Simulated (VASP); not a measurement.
A run of VASP 6.6.1:

File INCAR:

```
SYSTEM = Sb
PREC     = Accurate       ! precision mode
ENCUT    = 520            ! plane-wave cutoff, eV
EDIFF    = 1E-7           ! SCF threshold, eV
ISMEAR   = -1             ! smearing method
SIGMA    = 0.05           ! smearing width, eV
LREAL    = .FALSE.        ! projectors in reciprocal space
LASPH    = .TRUE.         ! aspherical terms in the spheres
NELM     = 60             ! most SCF steps
ALGO     = Normal         ! electronic algorithm
ISIF     = 2              ! what is computed and relaxed
LWAVE    = .FALSE.        ! write WAVECAR
LCHARG   = .FALSE.        ! write CHGCAR
GGA      = PE             ! functional
NBANDS   = 12             ! bands
```

File KPOINTS:

```
Automatic mesh
0
G
  8 8 8
  0 0 0
```

Contents of POSCAR:

```
Sb
1.0
    2.1542000000      1.2437279499      3.7580000000
   -2.1542000000      1.2437279499      3.7580000000
    0.0000000000     -2.4874558998      3.7580000000
Sb
2
Direct
    0.7665100000      0.7665100000      0.7665100000
    0.2334900000      0.2334900000      0.2334900000
```

Potentials or basis: VASP PAW PBE potentials, release 64 (Sb).

The run is started by

```console
$ cat potpaw_PBE.64/Sb/POTCAR > POTCAR
$ mpirun -np 1 vasp_std > vasp.out
```

Hardware: 1 thread of Intel(R) Xeon(R) Platinum 8488C (Sapphire Rapids) (shared host).

Estimate the wall time of this run.

It took 31 s on 1 thread of Intel(R) Xeon(R) Platinum 8488C (Sapphire Rapids) (shared host), peak memory 0.21 GiB. Counts: scf iterations 13, k points 65.
